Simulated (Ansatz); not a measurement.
**SiO2: ¹⁷O nuclear quadrupole resonance**

Cell: a COD entry (perhaps calculated rather than measured), atoms as given.

Space group P4_32_12 (No. 96); a = 4.9329, c = 6.4645 Å.

```csv
site,Wyckoff,site symmetry,x,y,z
Si,4a,..2,0.8177,0.8177,0.5000
O,8b,1,0.2683,0.3646,0.8019
```

One atom of each set is listed.

All values are calculated (Ansatz; DFT, PBE, plane waves and PAW, scalar-relativistic, 420 eV cutoff, Γ-centred 4×4×3 k-points, Fermi–Dirac smearing 0.02 eV), not measured.

¹⁷O: I = 5/2, Q = -25.58 mb (year-2017 value). Static lattice, zero field.

Problem. The simulated lines lie at 0.915, 1.66 MHz. What are |C_Q|, η and |V_zz| at O?

Solution. For I = 5/2 and η = 0 the lines are 3|C_Q|/20 and twice that; η pulls their ratio below 2. Here |C_Q| = 5.61 MHz, η = 0.29 and |V_zz| = 9.07 × 10²¹ V/m². The calculation gives V_zz positive; the lines don't show the sign. The site has 2 Si at 1.62 Å, angle 138°.

At O V_zz runs parallel to the line that joins its two neighbours (within 2°).

At this cell the principal stresses reach 6 GPa in size with PBE, which can matter for small gradients. The cell is 8 % smaller than that of α-cristobalite at ambient conditions, so the entry probably stands for a crystal under pressure.
